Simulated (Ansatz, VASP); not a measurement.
## GaP in VASP and in Ansatz

POSCAR

```
GaP
1.0
    0.0000000000      2.7252500000      2.7252500000
    2.7252500000      0.0000000000      2.7252500000
    2.7252500000      2.7252500000      0.0000000000
Ga P
1 1
Direct
    0.0000000000      0.0000000000      0.0000000000
    0.2500000000      0.2500000000      0.2500000000
```

File INCAR.step1:

```
PREC     = Accurate       # precision mode
ENCUT    = 520            # plane-wave cutoff, eV
ISMEAR   = 0              # smearing method
SIGMA    = 0.02           # smearing width, eV
LREAL    = F              # projectors in reciprocal space
LASPH    = T              # aspherical terms in the spheres
NELM     = 100            # most SCF steps
NBANDS   = 16             # bands
GGA      = PE             # functional
ALGO     = Normal         # electronic algorithm
EDIFF    = 1E-4           # SCF threshold, eV
LWAVE    = T              # write WAVECAR
LCHARG   = F              # write CHGCAR
```

INCAR.step2

```
PREC     = Accurate       # precision mode
ENCUT    = 520            # plane-wave cutoff, eV
EDIFF    = 1E-6           # SCF threshold, eV
ISMEAR   = 0              # smearing method
SIGMA    = 0.02           # smearing width, eV
LREAL    = F              # projectors in reciprocal space
LASPH    = T              # aspherical terms in the spheres
NELM     = 100            # most SCF steps
ALGO     = Normal         # electronic algorithm
ISIF     = 2              # what is computed and relaxed
LWAVE    = F              # write WAVECAR
LCHARG   = F              # write CHGCAR
METAGGA  = R2SCAN         # meta-GGA
LMIXTAU  = T            
NBANDS   = 16             # bands
ISTART   = 1
```

File KPOINTS:

```
Automatic mesh
0
Gamma
  8 8 8
```

Input for Ansatz:

```yaml
crystal:
  lattice:
    - [0.0, 2.72525, 2.72525]
    - [2.72525, 0.0, 2.72525]
    - [2.72525, 2.72525, 0.0]
  atoms:
    - { symbol: Ga, position: [0.0, 0.0, 0.0] }
    - { symbol: P, position: [0.25, 0.25, 0.25] }
basis:
  ecutwfc: 500
kpoints:
  mp_grid: { grid: [8, 8, 8] }
  band_path:
    path:
      - [[0.0, 0.0, 0.0], [-0.5, -0.5, 0.0], [-0.375, -0.375, 0.25]]
      - [[-0.375, 0.0, 0.375], [0.0, 0.0, 0.0], [0.0, 0.0, 0.5], [-0.5, -0.25, 0.25], [-0.5, -0.5, 0.0]]
    npoints: 14
hamiltonian:
  xc: r2scan
scf:
  occupations: { method: gaussian, width: 0.02 }
  n_extra_bands: 6
output:
  forces: true
  stress: true
  eigenvalues: true
  populations: true
  dos: { projected: true, de: 0.02, nscf_kmesh: { grid: [12, 12, 12] } }
  bader: true
  write_density: true
  write_potential: true
  elf: true
  volumetric_format: npy
```

Alike in both runs: task single point; functional r2SCAN; k mesh 8 × 8 × 8; occupations gaussian, width 0.02 eV; no spin polarisation.

|  | VASP | Ansatz |
| --- | --- | --- |
| version | VASP 6.6.1 | Ansatz 0.2.0 |
| potentials or method | VASP PAW PBE potentials, release 64 (Ga_d, P) | scalar-relativistic, plane waves, PAW |
| plane-wave cutoff (eV) | 520 | 500 |
| valence electrons in the cell | 18 | 18 |

Ansatz gave:

```
gap on the k mesh at the Fermi level (eV) : 1.89
least direct gap on the mesh (eV)         : 2.37
pressure (GPa)                            : 0.0
```

Q: Estimate VASP's values.

A: gap on the k mesh at the Fermi level (eV): 1.90; least direct gap on the mesh (eV): 2.34; pressure (GPa): 0.0.

Caveats: the PAW data sets were made with another functional, which shifts forces and pressure a little (VASP). r2SCAN opens gaps a little over a GGA but as a rule still falls short of measured ones. A k mesh can miss the band edges.
